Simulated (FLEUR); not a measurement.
Crystal: SrO.

```xyz
2
Lattice="0.0000 2.5663 2.5663 2.5663 0.0000 2.5663 2.5663 2.5663 0.0000" Properties=species:S:1:pos:R:3 pbc="T T T"
Sr    2.5663    2.5663    2.5663
O     0.0000    0.0000    0.0000
```

Base run:

| Property | Result |
| --- | --- |
| Program | FLEUR MaX-R8.1 (later development tree) |
| Functional | PBE |
| Potentials or basis | all-electron |
| Basis | FLAPW |
| Kmax | 4.1 1/bohr |
| k mesh | 9 × 9 × 9 |
| Occupations | fermi-dirac, width 0.05 eV |
| Spin | no spin polarisation |

Its results: band gap on the k mesh 3.37 eV, indirect (least direct gap 3.45 eV).

Q: After a change of settings the same cell gave: band gap on the k mesh 3.83 eV, indirect (least direct gap 3.91 eV). Which change was it?
A. functional from PBE to r2SCAN
B. k mesh from 9 × 9 × 9 to 7 × 7 × 7; spin from no spin polarisation to spin-orbit coupling, no magnetisation
C. functional from PBE to AM05

A: A.

r2SCAN gives the wider gap, since meta-GGAs in the generalised Kohn-Sham scheme recover part of the derivative discontinuity.

Caveats: the meta-GGA is that of a development version, with a GGA for the radial functions and cores and without core tails (some runs).

Not every run made on this cell is shown here.
